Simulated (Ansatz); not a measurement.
Piezoelectric tensor of LiF

The calculation used Ansatz 0.2.0, DFT PBE, scalar-relativistic, plane waves, PAW. Cutoff 420 eV, 6×6×6 k-points (Γ-centred), fixed occupations. No spin polarisation.

Relaxed structure:
```xyz
10
Lattice="-2.9725 2.9725 3.8963 2.9725 -2.9725 3.8963 2.9725 2.9725 -3.8963" Properties=species:S:1:pos:R:3 pbc="T T T"
Li    0.8103   -0.8103    2.4164
Li    2.1622    2.1622    1.4798
Li    0.0000    0.0000    0.0000
Li    0.8103    0.8103    5.3761
Li   -0.8103    0.8103    2.4164
F     0.8974    0.8974    1.4040
F    -0.8974    0.8974    6.3886
F     0.8974   -0.8974    6.3886
F     2.0750    2.0750   -2.4923
F     0.0000    0.0000    3.8963
```

It was reached by relaxing an invented guess, and it needn't be the stable form of this composition.

(1) Give the relaxed-ion proper piezoelectric stress tensor e_iJ (C/m², Voigt columns xx yy zz yz xz xy).

(2) With the elastic constants (GPa, Voigt order)
```
52.4 43.2 16.1  0.0  0.0  0.0
43.2 52.4 16.1  0.0  0.0  0.0
16.1 16.1 72.6  0.0  0.0  0.0
 0.0  0.0  0.0  7.7  0.0  0.0
 0.0  0.0  0.0  0.0  7.7  0.0
 0.0  0.0  0.0  0.0  0.0 41.6
```
find the strain coefficients d = e·C⁻¹ (pC/N).

Answers

(1)
```
x    0.000  0.000  0.000 -0.018  0.000  0.000
y    0.000  0.000  0.000  0.000 -0.018  0.000
z    0.000  0.000  0.000  0.000  0.000 -0.033
```
Signs follow the orientation of the cell as given.

(2)
```
x    0.00  0.00  0.00 -2.36  0.00  0.00
y    0.00  0.00  0.00  0.00 -2.36  0.00
z    0.00  0.00  0.00  0.00  0.00 -0.80
```
